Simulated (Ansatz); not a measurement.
A series in volume per atom on AlAs

Results calculated with Ansatz 0.2.0, not measured. Periodic Kohn-Sham DFT of a crystal at fixed atoms; Kohn-Sham levels at symmetry points; band -1 is the highest filled and +1 the lowest empty one at that point, spin up along a +z start moment.

Cell of the first row (space group F-43m, No. 216):
```
cell vectors (Å)
   0.0000     2.7726     2.7726
   2.7726     0.0000     2.7726
   2.7726     2.7726     0.0000
atoms (fractions of the cell vectors)
Al  0.00000  0.00000  0.00000
As  0.75000  0.75000  0.75000
```

Settings of every row: method all-electron LAPW; functional PBEsol; relativity scalar; k mesh 10x10x10; filling fermi-dirac; smearing width 0.05 eV; basis error target 0.5 meV/atom; nucleus gaussian.

Atom start moment: 0 on all atoms.

Limits: semilocal functionals tend to give too small a gap; no spin-orbit coupling, which shifts gaps with heavier elements (AlAs).

```
row  volume per atom (Å³)  smallest direct gap on path (eV)  band gap (eV)
  1                21.314                             2.453          1.219
  2                21.768                             2.285          1.258
  3                22.221                             2.121          1.295
  4                22.448                             2.042          1.313
  5                22.675                             1.963           1.33
  6                22.902                                 ?              ?
  7                23.128                             1.811          1.364
  8                23.582                             1.663          1.395
  9                24.035                              1.52          1.424
```

Question: what smallest direct gap on path and band gap should row 6 give?

Worked fit of smallest direct gap on path. Take t = volume per atom − 23, in Å³. The shown rows have t = -1.686, -1.232, -0.779, -0.552, -0.325, 0.128, 0.582, 1.035. Least squares give smallest direct gap on path = 1.8533 − 0.33469 × t + 0.01248 × t² eV; a straight line predicts inner rows, each left out in turn, worse (root mean square 0.0075 against 0.00051 eV). The rows lie off it by 0.000, 0.000, -0.001, 0.000, 0.000, 0.000, 0.000, 0.000. The withheld row has t = -0.098, so the fit gives 1.8533 − 0.33469 × (-0.098) + 0.01248 × (-0.098)² = 1.886 eV.

The calculation gave 1.886 eV. The fit meets it to the printed digit.

Worked fit of band gap. Take t = volume per atom − 23, in Å³. The shown rows have t = -1.686, -1.232, -0.779, -0.552, -0.325, 0.128, 0.582, 1.035. Least squares give band gap = 1.3544 + 0.07236 × t − 0.00474 × t² eV; a straight line predicts inner rows, each left out in turn, worse (root mean square 0.0028 against 0.00032 eV). All shown rows lie on it to the printed digit. The withheld row has t = -0.098, so the fit gives 1.3544 + 0.07236 × (-0.098) − 0.00474 × (-0.098)² = 1.347 eV.

The calculation gave 1.347 eV. The fit meets it to the printed digit.
